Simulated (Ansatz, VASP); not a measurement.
## In: VASP beside Ansatz

Contents of INCAR:

```
PREC = Accurate
ENCUT = 520
EDIFF = 1E-7
ISMEAR = -1
SIGMA = 0.05
LREAL = F
LASPH = T
NELM = 100
ALGO = Normal
ISIF = 2
LWAVE = F
LCHARG = T
LDIPOL = T
IDIPOL = 3
DIPOL = 0.5 0.5 0.500
GGA = PE
LELF = T
LVHAR = T
LVACPOTAV = T
NBANDS = 48
```

Contents of KPOINTS:

```
Automatic mesh
0
Gamma
  9 9 1
```

File POSCAR:

```
In
1.0
    3.3638438630      0.0000000000      0.0000000000
   -1.6819219315      2.9131742397      0.0000000000
    0.0000000000      0.0000000000     28.4996354500
In
6
Direct
    0.6666666700      0.3333333400      0.2631612609
    0.0000000000      0.0000000000      0.3578967565
    0.3333333300      0.6666666600      0.4526322522
    0.0000000000      0.0000000000      0.5473677478
    0.6666666700      0.3333333400      0.6421032435
    0.0000000000      0.0000000000      0.7368387391
```

File input.yaml:

```yaml
crystal:
  lattice:
    - [3.363843863, 0.0, 0.0]
    - [-1.6819219315, 2.9131742397, 0.0]
    - [0.0, 0.0, 28.49963545]
  atoms:
    - { symbol: In, position: [0.66666667, 0.33333334, 0.2631612609] }
    - { symbol: In, position: [0.0, 0.0, 0.3578967565] }
    - { symbol: In, position: [0.33333333, 0.66666666, 0.4526322522] }
    - { symbol: In, position: [0.0, 0.0, 0.5473677478] }
    - { symbol: In, position: [0.66666667, 0.33333334, 0.6421032435] }
    - { symbol: In, position: [0.0, 0.0, 0.7368387391] }
hamiltonian:
  xc: pbe
  pseudopotentials: { kind: paw }
kpoints:
  mp_grid: { grid: [9, 9, 1] }
scf:
  occupations: { method: fermi_dirac, width: 0.05 }
output:
  forces: true
  eigenvalues: true
  write_density: true
  write_potential: true
  elf: true
  volumetric_format: npy
efield:
  axis: 3
  dipole_correction: true
  ramp_width: 0.04
```

Alike in both runs: task single point; functional PBE; k mesh 9 × 9 × 1; occupations fermi-dirac, width 0.05 eV; no spin polarisation.

|  | VASP | Ansatz |
| --- | --- | --- |
| version | VASP 6.6.1 | Ansatz 0.2.0 |
| potentials or method | VASP PAW PBE potentials, release 64 (In_d) | Ansatz PAW |
| plane-wave cutoff (eV) | 520 | 420 |
| valence electrons in the cell | 78 | 78 |

|  | VASP | Ansatz | Ansatz less VASP |
| --- | --- | --- | --- |
| gap on the k mesh at the Fermi level (eV) | none | none | - |
| rms of the force components (eV/Å) | 0.068 | 0.068 | -0.0002 |
| work function, face that differs most (eV) | 3.95 | 3.95 | +0.003 |

Atom by atom the forces differ by 0.000 eV/Å (rms over components). A gap of «none» marks a metal or a gap that the smearing closes.
